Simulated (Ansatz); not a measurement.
HfO2:

```
Hf O
1.0
     5.55640    0.00000    0.00000
     0.00000    3.33360    0.00000
     0.00000    0.00000    6.50500
Hf O
4 8
Cartesian
  4.1600 2.5002 3.9542
  1.3964 0.8334 2.5508
  1.3818 2.5002 5.8033
  4.1746 0.8334 0.7017
  3.5533 0.8334 2.7542
  2.0031 2.5002 3.7508
  0.7751 0.8334 0.4983
  4.7813 2.5002 6.0067
  2.8937 0.8334 5.4736
  2.6627 2.5002 1.0313
  0.1155 0.8334 4.2838
  5.4409 2.5002 2.2212
```

Measurements of this composition are mostly on another form, of space group No. 14.

| Property | Result |
| --- | --- |
| Program | Ansatz 0.2.0 |
| Task | relaxation of cell and atoms |
| Functional | PBE |
| Potentials or basis | Ansatz PAW |
| Cutoff | 420 eV (not typed: the program's choice for these potentials) |
| k mesh | 4 × 6 × 3 |
| Occupations | fermi-dirac, width 0.05 eV |
| Spin | no spin polarisation |
| Hubbard terms | Hf d U = 2 eV |

At the start: volume 10.04 Å³/atom.

Problem. How do energy, volume and symmetry change on relaxing?

Solution. It ends after 8 steps and the volume is 10.32 Å³/atom (+2.8 %); space group Pnma (No. 62, to 0.05 Å).

The path:
```csv
step,energy change (eV),largest force (eV/Å),volume (Å³)
1,0.0000,0.1055,120.49
2,-0.0309,0.1473,124.09
3,-0.0390,0.1005,123.41
4,-0.0405,0.0379,123.65
5,-0.0409,0.0088,123.68
6,-0.0617,0.0089,123.68
7,-0.0609,0.0016,123.87
8,-0.0620,0.0015,123.87
```

Final structure:
```
Hf O
1.0
     5.58729    0.00000    0.00000
     0.00000    3.37398    0.00000
     0.00000    0.00000    6.57094
Hf O
4 8
Direct
  0.75083 0.75000 0.60468
  0.24917 0.25000 0.39532
  0.25083 0.75000 0.89532
  0.74917 0.25000 0.10468
  0.63882 0.25000 0.42141
  0.36118 0.75000 0.57859
  0.13882 0.25000 0.07859
  0.86118 0.75000 0.92141
  0.51769 0.25000 0.84292
  0.48231 0.75000 0.15708
  0.01769 0.25000 0.65708
  0.98231 0.75000 0.34292
```

Caveat: the plane-wave basis is chosen anew once the cell has moved, so the energies of steps on either side of that aren't comparable; the pressure holds a Pulay correction of +0.9 GPa for the finite cutoff.
